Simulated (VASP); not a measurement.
Input of a VASP 6.6.1 run:

Contents of INCAR:

```
SYSTEM = H3C2N
PREC = Accurate
ENCUT = 520
EDIFF = 1E-6
ISMEAR = -1
SIGMA = 0.02
LREAL = Auto
LASPH = .TRUE.
NELM = 100
ALGO = Normal
ISIF = 2
LWAVE = .FALSE.
LCHARG = .TRUE.
GGA = PS
LELF = .TRUE.
LVHAR = .TRUE.
NBANDS = 72
```

KPOINTS

```
Automatic mesh
0
G
  1 1 1
  0 0 0
```

The input POSCAR:

```
H3C2N
1.0
    8.0517480000      0.0000000000      0.0000000000
    0.0000000000      8.0517480000      0.0000000000
    0.0000000000      0.0000000000      8.0517480000
C N H
12 6 18
Direct
    0.2193933541      0.9473222461      0.6663646205
    0.2370665351      1.1057102135      0.7412676105
    0.4058621805      0.5738132887      0.8893472573
    0.3859782994      0.5827430267      0.7122304374
    0.6280126999      0.5258485487      0.3010278017
    0.5167821944      0.3997641258      0.2294408618
    0.2407675948      0.9587980150      0.2310802574
    0.1468997788      0.8512809889      0.1165585411
    0.9234143940      0.4305524713      0.8580372858
    0.9201977012      0.2903096321      0.9709817048
    0.8601858876      0.0155245793      0.3854069949
    0.7438633201     -0.0282423146      0.5127582234
    0.2706493050      1.2373710653      0.7851711206
    0.3485951125      0.5914243715      0.5747696028
    0.4219083856      0.3094980121      0.1673052858
    0.0667929498      0.7769617231      0.0221442599
    0.9025493595      0.1922688092      1.0775548365
    0.6393270132     -0.0376812588      0.6076568715
    0.3223772031      0.9153788718      0.5675786177
    0.2132828797      0.8539387969      0.7648898103
    0.1053311654      0.9501663490      0.5919335777
    0.5030833056      0.6429038763      0.9495950445
    0.2947186127      0.6276897886      0.9488001860
    0.4094638829      0.4494924580      0.9305060218
    0.6504550316      0.6057566630      0.1948148402
    0.5589593713      0.5729687516      0.4044214995
    0.7495018473      0.4796970794      0.3312200034
    0.3358897968      1.0327074320      0.1696526021
    0.1594063798      1.0525664738      0.2912535266
    0.3012389359      0.8859691088      0.3294067326
    0.9738879061      0.5367157541      0.9203467371
    0.9913996315      0.4151148297      0.7372063805
    0.7971560958      0.4568945774      0.8208652332
    0.9410875750     -0.0856087399      0.3443227483
    0.8128793897      0.0508336823      0.2666998520
    0.9346045107      0.1172788816      0.4308381236
```

Potentials or basis: VASP PAW PBE potentials, release 64 (C, N, H).

Run with:

```bash
$ cat potpaw_PBE.64/C/POTCAR potpaw_PBE.64/N/POTCAR potpaw_PBE.64/H/POTCAR > POTCAR
$ mpirun -np 1 vasp_gam > vasp.out
```

(1) What does it give for the largest force?

(2) What does it give for the band gap on the k mesh?

## Answers

(1) 3.321 eV/Å.

(2) 6.16 eV, direct.

Caveat: the standard files for N, O and F lose accuracy on very short bonds; the PAW data sets were made with another functional, which shifts forces and pressure a little.
